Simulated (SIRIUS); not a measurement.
# Cr (Im-3m) in SIRIUS: a series of runs, part 3 of 4

SIRIUS 7.12.0. The steps go on from the part before.

### 6 Equation of state, RPBE, collinear spin, random start, 13.08 Å³/atom

Contents of sirius.json:

```json
{
  "control": {
    "processing_unit": "cpu",
    "std_evp_solver_name": "lapack",
    "gen_evp_solver_name": "lapack",
    "verbosity": 2,
    "print_forces": false,
    "ortho_rf": true,
    "use_second_variation": false,
    "rmt_max": 3.0,
    "num_bands_to_print": 17,
    "save_wf": true
  },
  "parameters": {
    "electronic_structure_method": "full_potential_lapwlo",
    "xc_functionals": ["XC_GGA_X_RPBE", "XC_GGA_C_PBE"],
    "core_relativity": "dirac",
    "valence_relativity": "iora",
    "num_fv_states": 17,
    "smearing": "fermi_dirac",
    "smearing_width": 0.0007349864,
    "pw_cutoff": 20,
    "gk_cutoff": 3.76,
    "lmax_apw": 10,
    "lmax_rho": 8,
    "lmax_pot": 8,
    "num_mag_dims": 1,
    "auto_rmt": 0,
    "ngridk": [12, 12, 12],
    "shiftk": [0, 0, 0],
    "num_dft_iter": 80,
    "energy_tol": 1e-07,
    "density_tol": 1e-05,
    "use_symmetry": true
  },
  "settings": {"tol_ne": 1e-10},
  "iterative_solver": {"type": "exact"},
  "mixer": {"type": "anderson", "beta": 0.4, "max_history": 8},
  "unit_cell": {
    "lattice_vectors": [
      [-0.577350269187, 0.577350269187, 0.577350269187],
      [0.577350269187, -0.577350269187, 0.577350269187],
      [0.577350269187, 0.577350269187, -0.577350269187]
    ],
    "atom_types": ["Cr"],
    "atom_files": {"Cr": "Cr.json"},
    "atoms": {"Cr": [[0.0, 0.0, 0.0, 0.0, 0.0, 2.24]]},
    "lattice_vectors_scale": 4.8587547044
  }
}
```

Contents of Cr.json:

```json
{
  "name": "chromium",
  "symbol": "Cr",
  "number": 24,
  "mass": 51.9961,
  "rmin": 1e-06,
  "rmt": 2.34,
  "nrmt": 800,
  "rinf": 17.91,
  "core": "1s2s2p",
  "valence": [
    {"basis": [{"enu": 0.12, "dme": 0, "n": 0, "auto": 0}, {"enu": 0.12, "dme": 1, "n": 0, "auto": 0}]},
    {"l": 0, "n": 1, "basis": [{"enu": 0.22, "dme": 0, "n": 0, "auto": 0}]},
    {"l": 1, "n": 2, "basis": [{"enu": 0.22, "dme": 0, "n": 0, "auto": 0}]},
    {"l": 2, "n": 3, "basis": [{"enu": 0.22, "dme": 0, "n": 0, "auto": 0}]},
    {"l": 3, "n": 4, "basis": [{"enu": 0.22, "dme": 0, "n": 0, "auto": 0}]},
    {"l": 4, "n": 5, "basis": [{"enu": 0.22, "dme": 0, "n": 0, "auto": 0}]},
    {"l": 5, "n": 6, "basis": [{"enu": 0.22, "dme": 0, "n": 0, "auto": 0}]}
  ],
  "lo": [
    {"l": 0, "basis": [{"enu": 0.22, "dme": 0, "n": 0, "auto": 0}, {"enu": 0.22, "dme": 1, "n": 0, "auto": 0}]},
    {
      "l": 0,
      "basis": [{"enu": -2.3626, "dme": 0, "n": 3, "auto": 1}, {"enu": -2.3626, "dme": 1, "n": 3, "auto": 1}]
    },
    {
      "l": 0,
      "basis": [{"enu": -2.3626, "dme": 1, "n": 3, "auto": 1}, {"enu": 0.22, "dme": 0, "n": 0, "auto": 0}]
    },
    {"l": 0, "basis": [{"enu": 0.22, "dme": 0, "n": 0, "auto": 0}, {"enu": 3.1421, "dme": 0, "n": 0, "auto": 0}]},
    {
      "l": 0,
      "basis": [{"enu": 3.1421, "dme": 0, "n": 0, "auto": 0}, {"enu": 8.2556, "dme": 0, "n": 0, "auto": 0}]
    },
    {"l": 1, "basis": [{"enu": 0.22, "dme": 0, "n": 0, "auto": 0}, {"enu": 0.22, "dme": 1, "n": 0, "auto": 0}]},
    {
      "l": 1,
      "basis": [{"enu": -1.3296, "dme": 0, "n": 3, "auto": 1}, {"enu": -1.3296, "dme": 1, "n": 3, "auto": 1}]
    },
    {
      "l": 1,
      "basis": [{"enu": -1.3296, "dme": 1, "n": 3, "auto": 1}, {"enu": 0.22, "dme": 0, "n": 0, "auto": 0}]
    },
    {"l": 1, "basis": [{"enu": 0.22, "dme": 0, "n": 0, "auto": 0}, {"enu": 3.5804, "dme": 0, "n": 0, "auto": 0}]},
    {
      "l": 1,
      "basis": [{"enu": 3.5804, "dme": 0, "n": 0, "auto": 0}, {"enu": 9.461, "dme": 0, "n": 0, "auto": 0}]
    },
    {"l": 2, "basis": [{"enu": 0.22, "dme": 0, "n": 0, "auto": 0}, {"enu": 0.22, "dme": 1, "n": 0, "auto": 0}]},
    {"l": 2, "basis": [{"enu": 0.22, "dme": 1, "n": 0, "auto": 0}, {"enu": 0.22, "dme": 2, "n": 0, "auto": 0}]},
    {"l": 2, "basis": [{"enu": 0.22, "dme": 0, "n": 0, "auto": 0}, {"enu": 3.069, "dme": 0, "n": 0, "auto": 0}]},
    {
      "l": 2,
      "basis": [{"enu": 3.069, "dme": 0, "n": 0, "auto": 0}, {"enu": 7.8173, "dme": 0, "n": 0, "auto": 0}]
    },
    {"l": 3, "basis": [{"enu": 0.22, "dme": 0, "n": 0, "auto": 0}, {"enu": 0.22, "dme": 1, "n": 0, "auto": 0}]},
    {"l": 3, "basis": [{"enu": 0.22, "dme": 1, "n": 0, "auto": 0}, {"enu": 0.22, "dme": 2, "n": 0, "auto": 0}]},
    {"l": 3, "basis": [{"enu": 0.22, "dme": 0, "n": 0, "auto": 0}, {"enu": 3.3977, "dme": 0, "n": 0, "auto": 0}]},
    {
      "l": 3,
      "basis": [{"enu": 3.3977, "dme": 0, "n": 0, "auto": 0}, {"enu": 8.694, "dme": 0, "n": 0, "auto": 0}]
    },
    {"l": 4, "basis": [{"enu": 0.22, "dme": 0, "n": 0, "auto": 0}, {"enu": 0.22, "dme": 1, "n": 0, "auto": 0}]},
    {"l": 4, "basis": [{"enu": 0.22, "dme": 0, "n": 0, "auto": 0}, {"enu": 3.7265, "dme": 0, "n": 0, "auto": 0}]},
    {"l": 5, "basis": [{"enu": 0.22, "dme": 0, "n": 0, "auto": 0}, {"enu": 0.22, "dme": 1, "n": 0, "auto": 0}]},
    {"l": 5, "basis": [{"enu": 0.22, "dme": 0, "n": 0, "auto": 0}, {"enu": 4.0552, "dme": 0, "n": 0, "auto": 0}]}
  ],
  "free_atom": [... radial grid and density of the free atom, the start of the SCF ...]
}
```

Contents of sirius_start.json:

```json
{
  "control": {
    "processing_unit": "cpu",
    "std_evp_solver_name": "lapack",
    "gen_evp_solver_name": "lapack",
    "verbosity": 1,
    "print_forces": false,
    "ortho_rf": true,
    "use_second_variation": false,
    "rmt_max": 3.0,
    "num_bands_to_print": 17,
    "save_wf": false
  },
  "parameters": {
    "electronic_structure_method": "full_potential_lapwlo",
    "xc_functionals": ["XC_LDA_X", "XC_LDA_C_PW"],
    "core_relativity": "dirac",
    "valence_relativity": "iora",
    "num_fv_states": 17,
    "smearing": "fermi_dirac",
    "smearing_width": 0.0055123983,
    "pw_cutoff": 20,
    "gk_cutoff": 3.01,
    "lmax_apw": 10,
    "lmax_rho": 8,
    "lmax_pot": 8,
    "num_mag_dims": 1,
    "auto_rmt": 0,
    "ngridk": [5, 5, 5],
    "shiftk": [0, 0, 0],
    "num_dft_iter": 30,
    "energy_tol": 0.01,
    "density_tol": 0.05,
    "use_symmetry": true
  },
  "settings": {"tol_ne": 1e-10},
  "iterative_solver": {"type": "exact"},
  "mixer": {"type": "anderson", "beta": 0.4, "max_history": 8},
  "unit_cell": {
    "lattice_vectors": [
      [-0.577350269187, 0.577350269187, 0.577350269187],
      [0.577350269187, -0.577350269187, 0.577350269187],
      [0.577350269187, 0.577350269187, -0.577350269187]
    ],
    "atom_types": ["Cr"],
    "atom_files": {"Cr": "Cr.json"},
    "atoms": {"Cr": [[0.0, 0.0, 0.0, 0.0, 0.0, 2.24]]},
    "lattice_vectors_scale": 4.8587547044
  }
}
```

Potentials or basis: all-electron FP-LAPW, apw+lo rich.

Started as:

```sh
$ OMP_NUM_THREADS=1 sirius.scf --input=sirius_start.json --output=start.json
$ OMP_NUM_THREADS=1 sirius.scf --input=sirius.json --output=output.json --task=1
```

Run time: 43 s. Hardware: 1 thread of Arm Neoverse V2, shared host; peak memory 0.51 GiB.

The run converged. Its results:

| Item | Value |
| --- | --- |
| Free energy | -28600.6360 eV |
| Band gap on the k mesh | none (metal or under the smearing width) |
| All electrons inside the program's atomic spheres | Cr 22.68 (radii Cr 2.34 bohr) |

Caveat: the starting moments collapsed, and a magnetic state may lie lower.

### 7 Equation of state, RPBE, collinear spin, random start, 13.35 Å³/atom (volume scaled by 1.02)

Changes to sirius.json since step 6:

```diff
@@ -40,5 +40,5 @@
     "lattice_vectors": [
-      [-0.577350269187, 0.577350269187, 0.577350269187],
-      [0.577350269187, -0.577350269187, 0.577350269187],
-      [0.577350269187, 0.577350269187, -0.577350269187]
+      [-0.577350269188, 0.577350269188, 0.577350269188],
+      [0.577350269188, -0.577350269188, 0.577350269188],
+      [0.577350269188, 0.577350269188, -0.577350269188]
     ],
@@ -47,3 +47,3 @@
     "atoms": {"Cr": [[0.0, 0.0, 0.0, 0.0, 0.0, 2.24]]},
-    "lattice_vectors_scale": 4.8587547044
+    "lattice_vectors_scale": 4.8909328257
   }
```

Contents of Cr.json:

```json
{
  "name": "chromium",
  "symbol": "Cr",
  "number": 24,
  "mass": 51.9961,
  "rmin": 1e-06,
  "rmt": 2.34,
  "nrmt": 800,
  "rinf": 17.91,
  "core": "1s2s2p",
  "valence": [
    {"basis": [{"enu": 0.11, "dme": 0, "n": 0, "auto": 0}, {"enu": 0.11, "dme": 1, "n": 0, "auto": 0}]},
    {"l": 0, "n": 1, "basis": [{"enu": 0.21, "dme": 0, "n": 0, "auto": 0}]},
    {"l": 1, "n": 2, "basis": [{"enu": 0.21, "dme": 0, "n": 0, "auto": 0}]},
    {"l": 2, "n": 3, "basis": [{"enu": 0.21, "dme": 0, "n": 0, "auto": 0}]},
    {"l": 3, "n": 4, "basis": [{"enu": 0.21, "dme": 0, "n": 0, "auto": 0}]},
    {"l": 4, "n": 5, "basis": [{"enu": 0.21, "dme": 0, "n": 0, "auto": 0}]},
    {"l": 5, "n": 6, "basis": [{"enu": 0.21, "dme": 0, "n": 0, "auto": 0}]}
  ],
  "lo": [
    {"l": 0, "basis": [{"enu": 0.21, "dme": 0, "n": 0, "auto": 0}, {"enu": 0.21, "dme": 1, "n": 0, "auto": 0}]},
    {
      "l": 0,
      "basis": [{"enu": -2.3726, "dme": 0, "n": 3, "auto": 1}, {"enu": -2.3726, "dme": 1, "n": 3, "auto": 1}]
    },
    {
      "l": 0,
      "basis": [{"enu": -2.3726, "dme": 1, "n": 3, "auto": 1}, {"enu": 0.21, "dme": 0, "n": 0, "auto": 0}]
    },
    {"l": 0, "basis": [{"enu": 0.21, "dme": 0, "n": 0, "auto": 0}, {"enu": 3.1321, "dme": 0, "n": 0, "auto": 0}]},
    {
      "l": 0,
      "basis": [{"enu": 3.1321, "dme": 0, "n": 0, "auto": 0}, {"enu": 8.2456, "dme": 0, "n": 0, "auto": 0}]
    },
    {"l": 1, "basis": [{"enu": 0.21, "dme": 0, "n": 0, "auto": 0}, {"enu": 0.21, "dme": 1, "n": 0, "auto": 0}]},
    {
      "l": 1,
      "basis": [{"enu": -1.3396, "dme": 0, "n": 3, "auto": 1}, {"enu": -1.3396, "dme": 1, "n": 3, "auto": 1}]
    },
    {
      "l": 1,
      "basis": [{"enu": -1.3396, "dme": 1, "n": 3, "auto": 1}, {"enu": 0.21, "dme": 0, "n": 0, "auto": 0}]
    },
    {"l": 1, "basis": [{"enu": 0.21, "dme": 0, "n": 0, "auto": 0}, {"enu": 3.5704, "dme": 0, "n": 0, "auto": 0}]},
    {
      "l": 1,
      "basis": [{"enu": 3.5704, "dme": 0, "n": 0, "auto": 0}, {"enu": 9.451, "dme": 0, "n": 0, "auto": 0}]
    },
    {"l": 2, "basis": [{"enu": 0.21, "dme": 0, "n": 0, "auto": 0}, {"enu": 0.21, "dme": 1, "n": 0, "auto": 0}]},
    {"l": 2, "basis": [{"enu": 0.21, "dme": 1, "n": 0, "auto": 0}, {"enu": 0.21, "dme": 2, "n": 0, "auto": 0}]},
    {"l": 2, "basis": [{"enu": 0.21, "dme": 0, "n": 0, "auto": 0}, {"enu": 3.059, "dme": 0, "n": 0, "auto": 0}]},
    {
      "l": 2,
      "basis": [{"enu": 3.059, "dme": 0, "n": 0, "auto": 0}, {"enu": 7.8073, "dme": 0, "n": 0, "auto": 0}]
    },
    {"l": 3, "basis": [{"enu": 0.21, "dme": 0, "n": 0, "auto": 0}, {"enu": 0.21, "dme": 1, "n": 0, "auto": 0}]},
    {"l": 3, "basis": [{"enu": 0.21, "dme": 1, "n": 0, "auto": 0}, {"enu": 0.21, "dme": 2, "n": 0, "auto": 0}]},
    {"l": 3, "basis": [{"enu": 0.21, "dme": 0, "n": 0, "auto": 0}, {"enu": 3.3877, "dme": 0, "n": 0, "auto": 0}]},
    {
      "l": 3,
      "basis": [{"enu": 3.3877, "dme": 0, "n": 0, "auto": 0}, {"enu": 8.684, "dme": 0, "n": 0, "auto": 0}]
    },
    {"l": 4, "basis": [{"enu": 0.21, "dme": 0, "n": 0, "auto": 0}, {"enu": 0.21, "dme": 1, "n": 0, "auto": 0}]},
    {"l": 4, "basis": [{"enu": 0.21, "dme": 0, "n": 0, "auto": 0}, {"enu": 3.7165, "dme": 0, "n": 0, "auto": 0}]},
    {"l": 5, "basis": [{"enu": 0.21, "dme": 0, "n": 0, "auto": 0}, {"enu": 0.21, "dme": 1, "n": 0, "auto": 0}]},
    {"l": 5, "basis": [{"enu": 0.21, "dme": 0, "n": 0, "auto": 0}, {"enu": 4.0452, "dme": 0, "n": 0, "auto": 0}]}
  ],
  "free_atom": [... radial grid and density of the free atom, the start of the SCF ...]
}
```

Changes to sirius_start.json since step 6:

```diff
@@ -40,5 +40,5 @@
     "lattice_vectors": [
-      [-0.577350269187, 0.577350269187, 0.577350269187],
-      [0.577350269187, -0.577350269187, 0.577350269187],
-      [0.577350269187, 0.577350269187, -0.577350269187]
+      [-0.577350269188, 0.577350269188, 0.577350269188],
+      [0.577350269188, -0.577350269188, 0.577350269188],
+      [0.577350269188, 0.577350269188, -0.577350269188]
     ],
@@ -47,3 +47,3 @@
     "atoms": {"Cr": [[0.0, 0.0, 0.0, 0.0, 0.0, 2.24]]},
-    "lattice_vectors_scale": 4.8587547044
+    "lattice_vectors_scale": 4.8909328257
   }
```

Started as:

```sh
$ OMP_NUM_THREADS=1 sirius.scf --input=sirius_start.json --output=start.json
$ OMP_NUM_THREADS=1 sirius.scf --input=sirius.json --output=output.json --task=1
```

Wall time 47 s (1 thread of Arm Neoverse V2, shared host); peak memory 0.51 GiB.

Results (log left out):

| Quantity | Value |
| --- | --- |
| Free energy | -28600.5999 eV |
| Band gap on the k mesh | none (metal or under the smearing width) |
| All electrons inside the program's atomic spheres | Cr 22.64 (radii Cr 2.34 bohr) |

Caveat: the starting moments collapsed, and a magnetic state may lie lower.

### 8 Equation of state, RPBE, collinear spin, random start, 13.61 Å³/atom (volume scaled by 1.04)

Changes to sirius.json since step 7:

```diff
@@ -40,5 +40,5 @@
     "lattice_vectors": [
-      [-0.577350269188, 0.577350269188, 0.577350269188],
-      [0.577350269188, -0.577350269188, 0.577350269188],
-      [0.577350269188, 0.577350269188, -0.577350269188]
+      [-0.577350269189, 0.577350269189, 0.577350269189],
+      [0.577350269189, -0.577350269189, 0.577350269189],
+      [0.577350269189, 0.577350269189, -0.577350269189]
     ],
@@ -47,3 +47,3 @@
     "atoms": {"Cr": [[0.0, 0.0, 0.0, 0.0, 0.0, 2.24]]},
-    "lattice_vectors_scale": 4.8909328257
+    "lattice_vectors_scale": 4.9226930196
   }
```

Contents of Cr.json:

```json
{
  "name": "chromium",
  "symbol": "Cr",
  "number": 24,
  "mass": 51.9961,
  "rmin": 1e-06,
  "rmt": 2.34,
  "nrmt": 800,
  "rinf": 17.91,
  "core": "1s2s2p",
  "valence": [
    {"basis": [{"enu": 0.1, "dme": 0, "n": 0, "auto": 0}, {"enu": 0.1, "dme": 1, "n": 0, "auto": 0}]},
    {"l": 0, "n": 1, "basis": [{"enu": 0.2, "dme": 0, "n": 0, "auto": 0}]},
    {"l": 1, "n": 2, "basis": [{"enu": 0.2, "dme": 0, "n": 0, "auto": 0}]},
    {"l": 2, "n": 3, "basis": [{"enu": 0.2, "dme": 0, "n": 0, "auto": 0}]},
    {"l": 3, "n": 4, "basis": [{"enu": 0.2, "dme": 0, "n": 0, "auto": 0}]},
    {"l": 4, "n": 5, "basis": [{"enu": 0.2, "dme": 0, "n": 0, "auto": 0}]},
    {"l": 5, "n": 6, "basis": [{"enu": 0.2, "dme": 0, "n": 0, "auto": 0}]}
  ],
  "lo": [
    {"l": 0, "basis": [{"enu": 0.2, "dme": 0, "n": 0, "auto": 0}, {"enu": 0.2, "dme": 1, "n": 0, "auto": 0}]},
    {
      "l": 0,
      "basis": [{"enu": -2.3826, "dme": 0, "n": 3, "auto": 1}, {"enu": -2.3826, "dme": 1, "n": 3, "auto": 1}]
    },
    {"l": 0, "basis": [{"enu": -2.3826, "dme": 1, "n": 3, "auto": 1}, {"enu": 0.2, "dme": 0, "n": 0, "auto": 0}]},
    {"l": 0, "basis": [{"enu": 0.2, "dme": 0, "n": 0, "auto": 0}, {"enu": 3.1221, "dme": 0, "n": 0, "auto": 0}]},
    {
      "l": 0,
      "basis": [{"enu": 3.1221, "dme": 0, "n": 0, "auto": 0}, {"enu": 8.2356, "dme": 0, "n": 0, "auto": 0}]
    },
    {"l": 1, "basis": [{"enu": 0.2, "dme": 0, "n": 0, "auto": 0}, {"enu": 0.2, "dme": 1, "n": 0, "auto": 0}]},
    {
      "l": 1,
      "basis": [{"enu": -1.3496, "dme": 0, "n": 3, "auto": 1}, {"enu": -1.3496, "dme": 1, "n": 3, "auto": 1}]
    },
    {"l": 1, "basis": [{"enu": -1.3496, "dme": 1, "n": 3, "auto": 1}, {"enu": 0.2, "dme": 0, "n": 0, "auto": 0}]},
    {"l": 1, "basis": [{"enu": 0.2, "dme": 0, "n": 0, "auto": 0}, {"enu": 3.5604, "dme": 0, "n": 0, "auto": 0}]},
    {
      "l": 1,
      "basis": [{"enu": 3.5604, "dme": 0, "n": 0, "auto": 0}, {"enu": 9.441, "dme": 0, "n": 0, "auto": 0}]
    },
    {"l": 2, "basis": [{"enu": 0.2, "dme": 0, "n": 0, "auto": 0}, {"enu": 0.2, "dme": 1, "n": 0, "auto": 0}]},
    {"l": 2, "basis": [{"enu": 0.2, "dme": 1, "n": 0, "auto": 0}, {"enu": 0.2, "dme": 2, "n": 0, "auto": 0}]},
    {"l": 2, "basis": [{"enu": 0.2, "dme": 0, "n": 0, "auto": 0}, {"enu": 3.049, "dme": 0, "n": 0, "auto": 0}]},
    {
      "l": 2,
      "basis": [{"enu": 3.049, "dme": 0, "n": 0, "auto": 0}, {"enu": 7.7973, "dme": 0, "n": 0, "auto": 0}]
    },
    {"l": 3, "basis": [{"enu": 0.2, "dme": 0, "n": 0, "auto": 0}, {"enu": 0.2, "dme": 1, "n": 0, "auto": 0}]},
    {"l": 3, "basis": [{"enu": 0.2, "dme": 1, "n": 0, "auto": 0}, {"enu": 0.2, "dme": 2, "n": 0, "auto": 0}]},
    {"l": 3, "basis": [{"enu": 0.2, "dme": 0, "n": 0, "auto": 0}, {"enu": 3.3777, "dme": 0, "n": 0, "auto": 0}]},
    {
      "l": 3,
      "basis": [{"enu": 3.3777, "dme": 0, "n": 0, "auto": 0}, {"enu": 8.674, "dme": 0, "n": 0, "auto": 0}]
    },
    {"l": 4, "basis": [{"enu": 0.2, "dme": 0, "n": 0, "auto": 0}, {"enu": 0.2, "dme": 1, "n": 0, "auto": 0}]},
    {"l": 4, "basis": [{"enu": 0.2, "dme": 0, "n": 0, "auto": 0}, {"enu": 3.7065, "dme": 0, "n": 0, "auto": 0}]},
    {"l": 5, "basis": [{"enu": 0.2, "dme": 0, "n": 0, "auto": 0}, {"enu": 0.2, "dme": 1, "n": 0, "auto": 0}]},
    {"l": 5, "basis": [{"enu": 0.2, "dme": 0, "n": 0, "auto": 0}, {"enu": 4.0352, "dme": 0, "n": 0, "auto": 0}]}
  ],
  "free_atom": [... radial grid and density of the free atom, the start of the SCF ...]
}
```

Changes to sirius_start.json since step 7:

```diff
@@ -40,5 +40,5 @@
     "lattice_vectors": [
-      [-0.577350269188, 0.577350269188, 0.577350269188],
-      [0.577350269188, -0.577350269188, 0.577350269188],
-      [0.577350269188, 0.577350269188, -0.577350269188]
+      [-0.577350269189, 0.577350269189, 0.577350269189],
+      [0.577350269189, -0.577350269189, 0.577350269189],
+      [0.577350269189, 0.577350269189, -0.577350269189]
     ],
@@ -47,3 +47,3 @@
     "atoms": {"Cr": [[0.0, 0.0, 0.0, 0.0, 0.0, 2.24]]},
-    "lattice_vectors_scale": 4.8909328257
+    "lattice_vectors_scale": 4.9226930196
   }
```

Started as:

```sh
$ OMP_NUM_THREADS=1 sirius.scf --input=sirius_start.json --output=start.json
$ OMP_NUM_THREADS=1 sirius.scf --input=sirius.json --output=output.json --task=1
```

Wall time 48 s (1 thread of Arm Neoverse V2, shared host); peak memory 0.52 GiB.

It converged, with:

| Quantity | Value |
| --- | --- |
| Free energy | -28600.5595 eV |
| Band gap on the k mesh | none (metal or under the smearing width) |
| All electrons inside the program's atomic spheres | Cr 22.61 (radii Cr 2.34 bohr) |

Caveat: the starting moments collapsed, and a magnetic state may lie lower.

[end of part 3 of 4]
